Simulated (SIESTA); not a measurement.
Runs of SIESTA 5.4.2 on Pb2S. The cell holds a slab with vacuum, 6 atoms: a = 4.130 Å, b = 4.130 Å, c = 35.225 Å, α = 90.00°, β = 90.00°, γ = 89.21°. 

```tsv
task	level	potentials or basis	broadening (eV)	window from (eV)	window to (eV)	energy points	mixed quantity	energy shift	other keys	gap on the mesh (eV)	largest force (eV/Å)
single point	LDA	SPMS 1.0 (PBE files) or PseudoDojo by element, SZP (energy shift 0.003 Ry)	-	-	-	-	-	0.003 Ry	-	none	0.53
electrostatic potential	vdW-DF	PseudoDojo 0.4 standard (PBE files), SZP (energy shift 0.003 Ry)	-	-	-	-	-	0.003 Ry	-	none	0.31
density of states	AM05	PseudoDojo 0.4 standard (PBEsol files), SZ (energy shift 0.01 Ry)	0.05 eV	-10 eV	5 eV	201	Hamiltonian	0.01 Ry	mix = Hamiltonian; splitnorm = 0.3	none	(a)
single point	PBE	PseudoDojo 0.4 standard (PBE files), DZP (energy shift 0.003 Ry; two zetas on semicore shells)	-	-	-	-	-	0.003 Ry	-	none	0.21
```

Alike in all rows: no spin polarisation; cell as given; k mesh 7 × 7 × 1; smearing fermi-dirac 0.05 eV; grid cutoff 500 Ry.

Estimate the missing entries.

(a) 0.17.

Caveats: the basis of atomic orbitals isn't converged, which shifts pressures, moduli and gaps; the potentials were made for another functional, which shifts forces and pressure (some runs); the basis has no polarisation orbitals (some runs).

A k mesh can miss the band edges, and the runs leave out spin-orbit coupling on Pb.

A gap of «none» marks a metal or a gap under the smearing width.
